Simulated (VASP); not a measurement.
Level of theory: r2SCAN meta-GGA, VASP's PBE PAW potentials (set 64) (plane waves; VASP 6.6.1).

VASP ran on this input.

**KPOINTS**
```
Automatic mesh
0
Gamma
9 9 5
0 0 0
```

**POSCAR**
```
InN
1
    1.7707735061    -3.0670697520    -0.0000000000
    1.7707735061     3.0670697520     0.0000000000
    0.0000000000     0.0000000000     5.7127163886
In N
2 2
Direct
  0.6666670000   0.3333330000   0.4998678299
  0.3333330000   0.6666670000   0.9998678299
  0.6666670000   0.3333330000   0.8791321701
  0.3333330000   0.6666670000   0.3791321701
```

**INCAR**
```
SYSTEM  =  InN
PREC  =  Accurate; ENCUT  =  520; LREAL  =  .False.
LASPH  =  .True.
EDIFF  =  1E-6; NELM  =  100; ALGO  =  Normal
LMAXMIX  =  4; LMIXTAU  =  .True.
ISMEAR  =  1; SIGMA  =  0.1
METAGGA  =  R2SCAN
IBRION  =  2; NSW  =  60; ISIF  =  3
EDIFFG  =  -0.02
LWAVE  =  .False.; LCHARG  =  .False.
```

POTCAR, in this order: In_d N (PBE.64 set). Program: vasp_std.

Output of the run:

OSZICAR:
```
       N       E                     dE             d eps       ncg     rms          rms(c)
DAV:   1     0.310819293365E+03    0.31082E+03   -0.19129E+04  1592   0.236E+03
DAV:   2    -0.272211783264E+02   -0.33804E+03   -0.32992E+03  1644   0.498E+02
DAV:   3    -0.746909892010E+02   -0.47470E+02   -0.46539E+02  2130   0.193E+02
DAV:   4    -0.764204442968E+02   -0.17295E+01   -0.17227E+01  1912   0.387E+01
DAV:   5    -0.764792223727E+02   -0.58778E-01   -0.58766E-01  2180   0.672E+00    0.161E+01
DAV:   6    -0.656183945327E+02    0.10861E+02   -0.18189E+01  2610   0.802E+01    0.126E+01
DAV:   7    -0.632157677522E+02    0.24026E+01   -0.22642E+00  1584   0.140E+01    0.338E+00
DAV:   8    -0.637353681209E+02   -0.51960E+00   -0.63372E-01  1908   0.812E+00    0.250E+00
DAV:   9    -0.634539853206E+02    0.28138E+00   -0.55116E-01  1872   0.818E+00    0.856E-01
DAV:  10    -0.638634666863E+02   -0.40948E+00   -0.33804E-01  1608   0.619E+00    0.280E-01
DAV:  11    -0.638759218737E+02   -0.12455E-01   -0.13956E-02  2004   0.116E+00    0.317E-01
DAV:  12    -0.638772900495E+02   -0.13682E-02   -0.79118E-03  2156   0.161E+00    0.121E-01
DAV:  13    -0.638803327746E+02   -0.30427E-02   -0.50759E-03  2164   0.150E+00    0.597E-02
DAV:  14    -0.638805547458E+02   -0.22197E-03   -0.55520E-04  1956   0.249E-01    0.374E-02
DAV:  15    -0.638807997827E+02   -0.24504E-03   -0.16416E-04  1818   0.143E-01    0.459E-02
DAV:  16    -0.638808048720E+02   -0.50893E-05   -0.78342E-05  2322   0.794E-02    0.303E-02
DAV:  17    -0.638807853512E+02    0.19521E-04   -0.57494E-06  1726   0.246E-02    0.169E-02
DAV:  18    -0.638808125339E+02   -0.27183E-04   -0.71492E-06  1608   0.244E-02    0.800E-03
DAV:  19    -0.638808264066E+02   -0.13873E-04   -0.62109E-06  1596   0.244E-02    0.249E-03
DAV:  20    -0.638808268732E+02   -0.46655E-06   -0.24170E-07  1074   0.603E-03
   1 F= -.63880827E+02 E0= -.63880953E+02  d E =-.638808E+02
       N       E                     dE             d eps       ncg     rms          rms(c)
DAV:   1    -0.639574086864E+02   -0.76582E-01   -0.22083E+00  1938   0.323E+01    0.215E+00
DAV:   2    -0.638905471317E+02    0.66862E-01   -0.16692E-01  2214   0.926E+00    0.656E-01
DAV:   3    -0.638791304018E+02    0.11417E-01   -0.27829E-02  2252   0.456E+00    0.286E-01
DAV:   4    -0.638787788976E+02    0.35150E-03   -0.11926E-02  2210   0.174E+00    0.312E-01
DAV:   5    -0.638805760574E+02   -0.17972E-02   -0.16460E-03  2146   0.526E-01    0.231E-01
DAV:   6    -0.638802579860E+02    0.31807E-03   -0.21568E-04  2378   0.196E-01    0.148E-01
DAV:   7    -0.638806739860E+02   -0.41600E-03   -0.73496E-04  1584   0.346E-01    0.407E-02
DAV:   8    -0.638806669895E+02    0.69964E-05   -0.39192E-04  1696   0.289E-01    0.369E-02
DAV:   9    -0.638807697570E+02   -0.10277E-03   -0.30825E-05  1596   0.521E-02    0.242E-02
DAV:  10    -0.638808075032E+02   -0.37746E-04   -0.46434E-05  1824   0.108E-01    0.186E-02
DAV:  11    -0.638808090466E+02   -0.15435E-05   -0.96609E-06  1842   0.481E-02    0.121E-02
DAV:  12    -0.638808098825E+02   -0.83583E-06   -0.53360E-07  1356   0.823E-03
   2 F= -.63880810E+02 E0= -.63880932E+02  d E =0.169907E-04
       N       E                     dE             d eps       ncg     rms          rms(c)
DAV:   1    -0.639024083778E+02   -0.21599E-01   -0.55395E-01  1938   0.159E+01    0.111E+00
DAV:   2    -0.638849226927E+02    0.17486E-01   -0.43592E-02  2214   0.473E+00    0.327E-01
DAV:   3    -0.638822498322E+02    0.26729E-02   -0.68201E-03  2254   0.223E+00    0.160E-01
DAV:   4    -0.638817994921E+02    0.45034E-03   -0.31577E-03  2106   0.914E-01    0.156E-01
DAV:   5    -0.638825775903E+02   -0.77810E-03   -0.88230E-04  2032   0.415E-01    0.913E-02
DAV:   6    -0.638825327693E+02    0.44821E-04   -0.95388E-05  2194   0.144E-01    0.277E-02
DAV:   7    -0.638825592145E+02   -0.26445E-04   -0.66563E-05  1590   0.899E-02    0.132E-02
DAV:   8    -0.638825413374E+02    0.17877E-04   -0.71449E-05  1928   0.109E-01    0.158E-02
DAV:   9    -0.638825761795E+02   -0.34842E-04   -0.15211E-05  1596   0.416E-02    0.583E-03
DAV:  10    -0.638825754145E+02    0.76509E-06   -0.20305E-06  1310   0.181E-02
   3 F= -.63882575E+02 E0= -.63882700E+02  d E =-.174854E-02
```

File OUTCAR:
```
------------------------ aborting loop because EDIFF is reached ----------------------------------------
  FORCE on cell =-STRESS in cart. coord.  units (eV):
  Direction    XX          YY          ZZ          XY          YZ          ZX
  --------------------------------------------------------------------------------------
  Total        0.0013514      0.0013514      0.0094407      0.0000000     -0.0000000     -0.0000000
  in kB        0.0346165      0.0346165      0.2418299      0.0000000     -0.0000000     -0.0000000
  external PRESSURE =       0.1036877 kB  Pullay stress =       0.0000000 kB
  volume of cell :       62.55
      direct lattice vectors                 reciprocal lattice vectors
     1.775408295 -3.075097442  0.000000000     0.281625360 -0.162596474  0.000000000
     1.775408295  3.075097442 -0.000000000     0.281625360  0.162596474  0.000000000
    -0.000000000  0.000000000  5.728209562     0.000000000  0.000000000  0.174574619
 POSITION                                       TOTAL-FORCE (eV/Angst)
 -----------------------------------------------------------------------------------
      1.77541     -1.02503      2.86317        -0.000000      0.000000     -0.002422
      1.77541      1.02503      5.72728         0.000000      0.000000     -0.002422
      1.77541     -1.02503      5.03603        -0.000000     -0.000000      0.002422
      1.77541      1.02503      2.17192         0.000000     -0.000000      0.002422
 -----------------------------------------------------------------------------------
    total drift:                               -0.000000      0.001481     -0.011761
  FREE ENERGIE OF THE ION-ELECTRON SYSTEM (eV)
  ---------------------------------------------------
  free  energy   TOTEN  =       -63.8825754145 eV

  energy  without entropy=      -63.8829502860  energy(sigma->0) =      -63.88270037

 reached required accuracy - stopping structural energy minimisation
```
(Selected blocks of OUTCAR.)

File CONTCAR:
```
InN
   1.00000000000000
     1.7754082949246821   -3.0750974422821460    0.0000000000000000
     1.7754082949246821    3.0750974422821460   -0.0000000000000000
    -0.0000000000000000    0.0000000000000000    5.7282095622772191
  In              N
     2     2
Direct
     0.6666669999999968    0.3333330000000032    0.4998374122230110
     0.3333330000000032    0.6666669999999968    0.9998374122230110
     0.6666669999999968    0.3333330000000032    0.8791625877769867
     0.3333330000000032    0.6666669999999968    0.3791625877769867
```

The compound is InN in the wurtzite structure. This run relaxes it. Symmetry was kept, so distortions that lower it aren't found. The start is the result of an earlier pass.
